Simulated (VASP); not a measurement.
# Te (P4/nmm) in VASP: settings compared

The runs below take Te through relaxation of cell and atoms, with PBE, PBE+D2.

All numbers are computed with VASP 6.6.1; they aren't measurements. Logs are shortened: lines on timing, memory, paths and dates and some standing lists are left out, and cuts for length are marked.

### 1 The crystal as given

Symmetry: P4/nmm, No. 129, tetragonal system. The conventional cell has a = 5.850 Å, b = 5.850 Å, c = 4.791 Å, α = 90.00°, β = 90.00°, γ = 90.00°. Around Te (site symmetry -4m2) lie 4 Te at 3.04 Å. Around Te (site symmetry 4mm) lie 4 Te at 3.04 Å.

The cell was built by a generator and needn't be a form met in nature.

### 2 Relaxation of cell and atoms, PBE

Contents of INCAR:

```
SYSTEM = Te
PREC     = Accurate       ! precision mode
ENCUT    = 600            ! plane-wave cutoff, eV
EDIFF    = 1E-6           ! SCF threshold, eV
ISMEAR   = -1             ! smearing method
SIGMA    = 0.05           ! smearing width, eV
LREAL    = .False.        ! projectors in reciprocal space
LASPH    = .True.         ! aspherical terms in the spheres
NELM     = 80             ! most SCF steps
ALGO     = Normal         ! electronic algorithm
ISIF     = 3              ! what is computed and relaxed
LWAVE    = .False.        ! write WAVECAR
LCHARG   = .False.        ! write CHGCAR
GGA      = PE             ! functional
IBRION   = 2              ! ionic algorithm
NSW      = 60             ! ionic steps
EDIFFG   = -0.005         ! ionic threshold
```

Contents of KPOINTS:

```
Automatic mesh
0
Gamma
  4 4 5
  0 0 0
```

Contents of POSCAR:

```
Te
1.0
    5.8500400000      0.0000000000      0.0000000000
    0.0000000000      5.8500400000      0.0000000000
    0.0000000000      0.0000000000      4.7912000000
Te
4
Direct
    0.0000000000      0.0000000000      0.0000000000
    0.5000000000      0.5000000000      0.0000000000
    0.0000000000      0.5000000000      0.8300400000
    0.5000000000      0.0000000000      0.1699600000
```

Potentials or basis: VASP PAW PBE potentials, release 64 (Te).

On the command line:

```sh
$ cat potpaw_PBE.64/Te/POTCAR > POTCAR
$ mpirun -np 1 vasp_std > vasp.out
```

OUTCAR:

```text
SYSTEM = Te
   PREC = Accurate
   ENCUT = 600
   EDIFF = 1E-6
   ISMEAR = -1
   LREAL = .False.
   LASPH = .True.
   NELM = 80
   ISIF = 3
   GGA = PE
   IBRION = 2
   NSW = 60
   EDIFFG = -0.005

 ion  position               nearest neighbor table
   1  0.000  0.000  0.000-   3 3.04   4 3.04   3 3.04   4 3.04
   2  0.500  0.500  0.000-   3 3.04   4 3.04   4 3.04   3 3.04
   3  0.000  0.500  0.830-   1 3.04   2 3.04   1 3.04   2 3.04
   4  0.500  0.000  0.170-   1 3.04   2 3.04   2 3.04   1 3.04

  LATTYP: Found a simple tetragonal cell.
 ALAT       =     5.8500400000
 C/A-ratio  =     0.8190029470

  Lattice vectors:

 A1 = (   5.8500400000,   0.0000000000,   0.0000000000)
 A2 = (   0.0000000000,   5.8500400000,   0.0000000000)
 A3 = (   0.0000000000,   0.0000000000,   4.7912000000)

Analysis of symmetry for initial positions (statically):
=====================================================================
 Subroutine PRICEL returns:
 Original cell was already a primitive cell.

 Routine SETGRP: Setting up the symmetry group for a
 simple tetragonal supercell.

 Subroutine GETGRP returns: Found 16 space group operations
 (whereof  8 operations were pure point group operations)
 out of a pool of 16 trial point group operations.

The static configuration has the point symmetry D_2d.
 The point group associated with its full space group is D_4h.

Analysis of symmetry for dynamics (positions and initial velocities):
=====================================================================
 Subroutine PRICEL returns:
 Original cell was already a primitive cell.

 Routine SETGRP: Setting up the symmetry group for a
 simple tetragonal supercell.

 Subroutine GETGRP returns: Found 16 space group operations
 (whereof  8 operations were pure point group operations)
 out of a pool of 16 trial point group operations.

The dynamic configuration has the point symmetry D_2d.
 The point group associated with its full space group is D_4h.

 Subroutine INISYM returns: Found 16 space group operations
 (whereof  8 operations are pure point group operations),
 and found     1 'primitive' translations

----------------------------------------------------------------------------------------

                                     Primitive cell

  volume of cell :     163.9691

  direct lattice vectors                    reciprocal lattice vectors
     5.850040000  0.000000000  0.000000000     0.170939002  0.000000000  0.000000000
     0.000000000  5.850040000  0.000000000     0.000000000  0.170939002  0.000000000
     0.000000000  0.000000000  4.791200000     0.000000000  0.000000000  0.208715979

  length of vectors
     5.850040000  5.850040000  4.791200000     0.170939002  0.170939002  0.208715979

  position of ions in fractional coordinates (direct lattice)
     0.000000000  0.000000000  0.000000000
     0.500000000  0.500000000  0.000000000
     0.000000000  0.500000000  0.830040000
     0.500000000  0.000000000  0.169960000

  ion indices of the primitive-cell ions
   primitive index   ion index
                 1           1
                 2           2
                 3           3
                 4           4

----------------------------------------------------------------------------------------

 KPOINTS: Automatic mesh

Automatic generation of k-mesh.
 Grid dimensions read from file:
 generate k-points for:    4    4    5

 Generating k-lattice:

  Cartesian coordinates                     Fractional coordinates (reciprocal lattice)
     0.042734751  0.000000000  0.000000000     0.250000000  0.000000000  0.000000000
     0.000000000  0.042734751  0.000000000     0.000000000  0.250000000  0.000000000
     0.000000000  0.000000000  0.041743196     0.000000000  0.000000000  0.200000000

  Length of vectors
     0.042734751  0.042734751  0.041743196

  Shift w.r.t. Gamma in fractional coordinates (k-lattice)
     0.000000000  0.000000000  0.000000000

 Subroutine IBZKPT returns following result:
 ===========================================

 Found     18 irreducible k-points:

 Following reciprocal coordinates:
            Coordinates               Weight
  0.000000  0.000000  0.000000      1.000000
  0.250000  0.000000  0.000000      4.000000
  0.500000  0.000000  0.000000      2.000000
  0.250000  0.250000  0.000000      4.000000
  0.500000  0.250000  0.000000      4.000000
  0.500000  0.500000  0.000000      1.000000
[... 10 lines left out ...]
  0.500000  0.250000  0.400000      8.000000
  0.500000  0.500000  0.400000      2.000000
   k-points           NKPTS =     18   k-points in BZ     NKDIM =     18   number of bands    NBANDS=     16
   number of dos      NEDOS =    301   number of ions     NIONS =      4
   total plane-waves  NPLWV =  92160
   dimension x,y,z NGX =    48 NGY =   48 NGZ =   40
   dimension x,y,z NGXF=    96 NGYF=   96 NGZF=   80
   ions per type =               4
   NGX,Y,Z   is equivalent  to a cutoff of  13.64, 13.64, 13.88 a.u.
   NGXF,Y,Z  is equivalent  to a cutoff of  27.28, 27.28, 27.76 a.u.
 SYSTEM =  Te
   PREC   = accura    normal or accurate (medium, high low for compatibility)
   ISTART =      0    job   : 0-new  1-cont  2-samecut
   ICHARG =      2    charge: 1-file 2-atom 10-const
   ISPIN  =      1    spin polarized calculation?
   LNONCOLLINEAR =      F non collinear calculations
   LSORBIT =      F    spin-orbit coupling
   LASPH  =      T    aspherical Exc in radial PAW
   ENCUT  =  600.0 eV  44.10 Ry    6.64 a.u.  11.68 11.68  9.57*2*pi/ulx,y,z
   NELM   =     80;   NELMIN=  2; NELMDL= -5     # of ELM steps
   EDIFF  = 0.1E-05   stopping-criterion for ELM
   LREAL  =      F    real-space projection
   EDIFFG = -.5E-02   stopping-criterion for IOM
   NSW    =     60    number of steps for IOM
   IBRION =      2    ionic relax: 0-MD 1-quasi-New 2-CG
   NFREE  =      1    steps in history (QN), initial steepest desc. (CG)
   ISIF   =      3    stress and relaxation
   ISYM   =      2    0-nonsym 1-usesym 2-fastsym
   POTIM  = 0.5000    time-step for ionic-motion
   TEBEG  =    0.0;   TEEND  =   0.0 temperature during run
   PSTRESS=    0.0 pullay stress
   NELECT =      24.0000    total number of electrons
   NUPDOWN=      -1.0000    fix difference up-down
   EMIN   =  10.00;   EMAX   =-10.00  energy-range for DOS
   EFERMI =   0.00;   METHOD = LEGACY
   ISMEAR =    -1;   SIGMA  =   0.05  broadening in eV -4-tet -1-fermi 0-gaus
   EFERMI_NEDOS =   21; number of points for ismear=-14 and -15
   IALGO  =     38    algorithm
   IMIX   =      4    mixing-type and parameters
     AMIX     =   0.40;   BMIX     =  1.00
     AMIX_MAG =   1.60;   BMIX_MAG =  1.00
  volume/ion in A,a.u.               =      40.99       276.63
  Fermi-wavevector in a.u.,A,eV,Ry     =   0.862762  1.630385 10.127621  0.744359
  Thomas-Fermi vector in A             =   1.980613
   LORBIT       =      0    0 simple, 1 ext, 2 COOP (PROOUT), +10 PAW based schemes
   GGA     = PE    functional components
   LHFCALC =     F    Hartree Fock is set to
   AEXX    =    0.0000 exact exchange contribution
   IVDW    =     0    specifies the selected vdW correction
   LEPSILON=     F    determine dielectric tensor
   LRPA    =     F    only Hartree local field effects (RPA)
 conjugate gradient relaxation of ions
 non-spin polarized calculation
  energy-cutoff  :      600.00
  volume of cell :      163.97
 maximum number of plane-waves:      5528
 NGX is ok and might be reduce to    48
   NGX = 23   NGY = 23   NGZ = 19

--------------------------------------- Ionic step        1  -------------------------------------------

 number of electron      24.0000001 magnetization

 Free energy of the ion-electron system (eV)
  ---------------------------------------------------
  ext. energy  EPLUGINS =         0.00000000
  ---------------------------------------------------
  free energy    TOTEN  =       -12.15467444 eV

  energy without entropy =      -12.14930059  energy(sigma->0) =      -12.15198752

------------------------ aborting loop because EDIFF is reached ----------------------------------------

  FORCE on cell =-STRESS in cart. coord.  units (eV):
  Direction    XX          YY          ZZ          XY          YZ          ZX
  --------------------------------------------------------------------------------------
  -------------------------------------------------------------------------------------
  Total       -0.4583866     -0.4583866      0.0657051      0.0000000      0.0000000      0.0000000
  in kB       -4.4789943     -4.4789943      0.6420189      0.0000000      0.0000000      0.0000000
  external PRESSURE =      -2.7719899 kB  Pullay stress =       0.0000000 kB
[... 95 lines left out ...]
  FREE ENERGIE OF THE ION-ELECTRON SYSTEM (eV)
  ---------------------------------------------------
  free  energy   TOTEN  =       -12.1562052865 eV

  energy  without entropy=      -12.1511042928  energy(sigma->0) =      -12.15365479

[... ionic steps 4 to 14 ...]

--------------------------------------- Ionic step       15  -------------------------------------------

 number of electron      24.0000002 magnetization

------------------------ aborting loop because EDIFF is reached ----------------------------------------

  FORCE on cell =-STRESS in cart. coord.  units (eV):
  Direction    XX          YY          ZZ          XY          YZ          ZX
  --------------------------------------------------------------------------------------
  -------------------------------------------------------------------------------------
  Total        0.1338497      0.1338497      0.0125344      0.0000000      0.0000000      0.0000000
  in kB        1.2896258      1.2896258      0.1207672      0.0000000      0.0000000      0.0000000
  external PRESSURE =       0.9000063 kB  Pullay stress =       0.0000000 kB
[... 61 lines left out ...]
  energy  without entropy=      -12.1528645853  energy(sigma->0) =      -12.15525818

--------------------------------------- Ionic step       17  -------------------------------------------

 number of electron      24.0000001 magnetization

 Free energy of the ion-electron system (eV)
  ---------------------------------------------------
  ext. energy  EPLUGINS =         0.00000000
  ---------------------------------------------------
  free energy    TOTEN  =       -12.15774883 eV

  energy without entropy =      -12.15224165  energy(sigma->0) =      -12.15499524

 E-fermi :   3.8558     XC(G=0):  -7.9491

 val. band max:        3.7671591591   @ k =   0.0000   0.0000   0.2000
 cond. band min:       3.9660381566   @ k =   0.5000   0.5000   0.4000
 fundamental gap:      0.1988789976
 Fermi energy:         3.8558455631

 k-point     1 :       0.0000    0.0000    0.0000
  band No.  band energies     occupation
      1      -9.4648      2.00000
      2      -7.1437      2.00000
      3      -6.9507      2.00000
      4      -4.5152      2.00000
      5      -1.8303      2.00000
      6      -1.8303      2.00000
[... 8 lines left out ...]
     15       7.0742      0.00000
     16       7.2942      0.00000
[... 352 lines left out ...]
  FREE ENERGIE OF THE ION-ELECTRON SYSTEM (eV)
  ---------------------------------------------------
  free  energy   TOTEN  =       -12.1577488277 eV

  energy  without entropy=      -12.1522416500  energy(sigma->0) =      -12.15499524

 reached required accuracy - stopping structural energy minimisation
```

It took 4.6 min on 1 thread of Intel Xeon Platinum 8488C (Sapphire Rapids), shared host; peak memory 0.32 GiB.

What came out:

* Free energy: -12.1577 eV
* Relaxed volume: 41.86 Å³/atom
* Relaxed cell: a = 5.834 Å, b = 5.834 Å, c = 4.919 Å, α = 90.00°, β = 90.00°, γ = 90.00°
* Space group after relaxing (to 0.05 Å): P4/nmm (No. 129)
* Energy gained by relaxing: 0.8 meV/atom
* Ionic steps: 17
* Pressure after relaxing: 0.0 GPa
* Largest force after relaxing: 0.004 eV/Å
* Band gap on the k mesh: 0.20 eV, indirect (least direct gap 0.85 eV)

Forces in eV/Å, atoms in the order of the input:
```
Te   0.000  0.000  0.000
Te   0.000  0.000  0.000
Te   0.000  0.000 -0.004
Te   0.000  0.000  0.004
```

Step by step:
| step | energy change (eV) | largest force (eV/Å) | pressure (GPa) | volume (Å³) |
| --- | --- | --- | --- | --- |
| 1 | 0.0000 | 0.0390 | -0.28 | 163.97 |
| 2 | -0.0007 | 0.0169 | 0.30 | 162.29 |
| 3 | -0.0015 | 0.0071 | 0.04 | 163.00 |
| 4 | -0.0015 | 0.0078 | 0.05 | 163.02 |
| 5 | -0.0015 | 0.0111 | 0.00 | 163.12 |
| 6 | -0.0015 | 0.0082 | 0.03 | 163.04 |
| 7 | -0.0017 | 0.0098 | 0.05 | 163.22 |
| 8 | -0.0020 | 0.0144 | 0.02 | 163.76 |
| 9 | -0.0024 | 0.0252 | 0.00 | 164.83 |
| 10 | -0.0024 | 0.0474 | -0.03 | 166.97 |
| 11 | -0.0025 | 0.0350 | -0.01 | 165.79 |
| 12 | -0.0027 | 0.0219 | 0.05 | 165.97 |
| 13 | -0.0027 | 0.0023 | 0.13 | 166.26 |
| 14 | -0.0028 | 0.0094 | 0.09 | 166.16 |
| 15 | -0.0028 | 0.0076 | 0.09 | 166.29 |
| 16 | -0.0030 | 0.0033 | 0.08 | 166.67 |
| 17 | -0.0031 | 0.0042 | 0.01 | 167.44 |

Final structure:
```xyz
4
Lattice="5.8342 0.0000 0.0000 0.0000 5.8342 0.0000 0.0000 0.0000 4.9194" Properties=species:S:1:pos:R:3 pbc="T T T"
Te    0.0000    0.0000    0.0000
Te    2.9171    2.9171    0.0000
Te    0.0000    2.9171    4.1106
Te    2.9171    0.0000    0.8088
```

Levels at points of the mesh, in eV from the valence-band top:
| k point | band 10 | band 11 | band 12 | band 13 | band 14 | band 15 |
| --- | --- | --- | --- | --- | --- | --- |
| (0.00, 0.00, 0.00) | -1.32 | -0.98 | -0.02 | 1.99 | 1.99 | 3.31 |
| (0.50, 0.00, 0.00) | -1.50 | -0.72 | -0.72 | 0.97 | 0.97 | 2.61 |
| (0.50, 0.50, 0.00) | -1.26 | -0.82 | -0.82 | 0.33 | 0.33 | 0.36 |

Caveat: spin-orbit coupling is left out, which moves the levels of the heavy elements; an odd mesh through Γ misses points on the zone boundary, where band edges often lie; this functional lacks dispersion, which binds the layers, so the pressure and a relaxed spacing across them are unreliable.

### 3 Relaxation of cell and atoms, PBE+D2

Changes to INCAR since step 2:

```diff
@@ -14,2 +14,3 @@
 GGA      = PE             ! functional
+IVDW     = 1              ! dispersion correction
 IBRION   = 2              ! ionic algorithm
```

KPOINTS is that of step 2.

POSCAR is that of step 2.

Potentials or basis: VASP PAW PBE potentials, release 64 (Te).

On the command line:

```sh
$ cat potpaw_PBE.64/Te/POTCAR > POTCAR
$ mpirun -np 1 vasp_std > vasp.out
```

Wall time 12 min (1 thread of Intel Xeon Platinum 8488C (Sapphire Rapids), shared host); peak memory 0.35 GiB.

It converged, with:

| Property | Result |
| --- | --- |
| Free energy | -13.2696 eV |
| Relaxed volume | 34.43 Å³/atom |
| Relaxed cell | a = 5.758 Å, b = 5.758 Å, c = 4.155 Å, α = 90.00°, β = 90.00°, γ = 90.00° |
| Space group after relaxing (to 0.05 Å) | P4/nmm (No. 129) |
| Energy gained by relaxing | 52.5 meV/atom |
| Ionic steps | 44 |
| Pressure after relaxing | 0.0 GPa |
| Largest force after relaxing | 0.005 eV/Å |
| Band gap on the k mesh | 0.10 eV, indirect (least direct gap 0.69 eV) |
| Dispersion energy per atom | -0.319 eV |

Forces on the atoms (eV/Å):
```
Te   0.000  0.000  0.000
Te   0.000  0.000  0.000
Te   0.000  0.000 -0.005
Te   0.000  0.000  0.005
```

The path:
| step | energy change (eV) | largest force (eV/Å) | pressure (GPa) | volume (Å³) |
| --- | --- | --- | --- | --- |
| 1 | 0.0000 | 0.0125 | -1.61 | 163.97 |
| 3 | -0.0378 | 0.1956 | 0.00 | 156.76 |
| 5 | -0.1771 | 0.2338 | 0.32 | 141.90 |
| 7 | -0.1888 | 0.1650 | 0.58 | 136.70 |
| 9 | -0.1881 | 0.1349 | 0.90 | 136.04 |
| 11 | -0.1947 | 0.0435 | 0.07 | 137.49 |
| 13 | -0.1956 | 0.0621 | 0.06 | 137.85 |
| 15 | -0.1982 | 0.0874 | -0.29 | 141.35 |
| 17 | -0.2001 | 0.1153 | -0.18 | 140.33 |
| 19 | -0.2009 | 0.0970 | -0.14 | 140.44 |
| 21 | -0.2040 | 0.0791 | -0.15 | 139.71 |
| 23 | -0.2077 | 0.0107 | 0.22 | 136.48 |
| 25 | -0.2084 | 0.0382 | 0.11 | 137.81 |
| 27 | -0.2085 | 0.0311 | 0.07 | 137.50 |
| 29 | -0.2087 | 0.0144 | -0.04 | 137.74 |
| 31 | -0.2089 | 0.0124 | -0.07 | 137.84 |
| 33 | -0.2096 | 0.0023 | -0.08 | 138.26 |
| 35 | -0.2097 | 0.0115 | 0.00 | 137.98 |
| 37 | -0.2098 | 0.0118 | 0.01 | 137.82 |
| 39 | -0.2098 | 0.0129 | 0.06 | 137.65 |
| 41 | -0.2098 | 0.0061 | 0.01 | 137.66 |
| 43 | -0.2098 | 0.0058 | 0.01 | 137.67 |
| 44 | -0.2098 | 0.0046 | -0.01 | 137.72 |

Final structure:
```
CELL_PARAMETERS angstrom
5.75764 0.00000 0.00000
0.00000 5.75764 0.00000
0.00000 0.00000 4.15453
ATOMIC_POSITIONS crystal
Te 0.00000 0.00000 0.00000
Te 0.50000 0.50000 0.00000
Te 0.00000 0.50000 0.79506
Te 0.50000 0.00000 0.20494
```

Levels at points of the mesh, in eV from the valence-band top:
```
           k point  band 10  band 11  band 12  band 13  band 14  band 15
(0.00, 0.00, 0.00)    -1.19    -0.54    -0.08     2.19     2.19     2.77
(0.50, 0.00, 0.00)    -1.48    -0.53    -0.53     0.89     0.89     2.81
(0.50, 0.50, 0.00)    -1.54    -1.11    -1.11     0.28     0.28     0.40
```

Caveat: the volume moved by over 15 % at a fixed basis, so the end points are rough; spin-orbit coupling is left out, which moves the levels of the heavy elements; an odd mesh through Γ misses points on the zone boundary, where band edges often lie. A hybrid or GW would open this gap; PBE tends to underestimate it.
